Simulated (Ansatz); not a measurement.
# Group exchange: CHF3 + CH6OSi → SiH3(CF3) + CH4O

Species: CHF3 (trifluoromethane) `FC(F)F`, singlet; CH6OSi `CO[SiH3]`, singlet; SiH3(CF3), singlet; CH4O `CO`, singlet. The partners trade H for SiH3: C–H and O–SiH3 bonds give way to C–SiH3 and O–H.

Shapes, held fixed at every level: PBE0-D4/def2-TZVP. Programs: Ansatz 0.2.0. The zero-point and thermal change to 298 K, harmonic and unscaled (PBE0-D4/def2-TZVP), is -4.5 kJ/mol.

```csv
level,kind,ΔH(298 K) (kJ/mol),less CCSD(T)/CBS estimate
HF/def2-SVP,Hartree–Fock,+129.1,+13.5
SPW92/def2-TZVPP,LDA,+102.1,-13.5
r2SCAN0-D4/def2-TZVPP,global hybrid,+118.0,+2.4
B2PLYP/def2-TZVPP,double hybrid,+119.7,+4.1
MP2/def2-TZVPP,perturbation theory,+126.0,+10.4
CCSD(T)/def2-TZVPP,coupled cluster or CI,+119.8,+4.2
CCSD/def2-TZVPP,coupled cluster or CI,+122.4,+6.8
CCSD(T)/CBS estimate,coupled cluster or CI,+115.6,0.0
```

The highest level, CCSD(T)/CBS estimate, gives ΔH(298 K) = +115.6 kJ/mol; the levels span +102.1 to +129.1. The column of differences is taken from that level and isn't an error. No measured value is set beside it here. The CBS estimate extrapolates MP2 from def2-TZVPP and def2-QZVPP and adds CCSD(T) − MP2 in the triple-zeta set, cores frozen.
